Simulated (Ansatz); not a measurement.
**AlN: energy along a strain**

AlN, P6_3mc, a = 3.107 Å, c = 4.978 Å. Ansatz: r2SCAN, PAW, 500 eV, Γ-centred 12×12×6 mesh on 4 atoms, Gaussian smearing 0.05 eV; no spin polarisation. Cell vectors (Å): 3.107 0.000 0.000; -1.553 2.690 0.000; 0.000 0.000 4.978. The cell is strained by x per cent times the pattern (1 -1 0 0 0 0) in the order xx yy zz yz xz xy (engineering shears), with fractional coordinates held. y is the free energy over the start, V0 = 10.403 Å³/atom.

```tsv
x (%)	y (meV/atom)
-6.00	?
-4.50	49.54
-3.00	21.91
-1.50	5.45
0.00	0.00
1.50	5.43
3.00	21.70
4.50	48.83
5.25	66.50
6.00	86.92
```

Task: Fit y = c2 x² + c3 x³ to the other rows, get the stiffness along the pattern, and predict the missing energy.

Result: Least squares on the rows shown. y = 2.4302 x² − 0.0030625 x³. The clamped-ion stiffness p·C·p = 2 × 24.30 eV × 160.2 / 10.403 Å³ = 748 GPa. At x = -6.00 the fit asked for gives 88.15 meV/atom. The run gave 88.63 meV/atom, so the fit is 0.48 meV/atom too low, 0.54 % of the span of the series, against an rms of 0.07 meV/atom on the fitted rows. The row lies outside the fitted range. With a term in x⁴ added, a fit to the same known rows predicts 88.60 meV/atom, so most of the miss is curvature that the known rows already hold.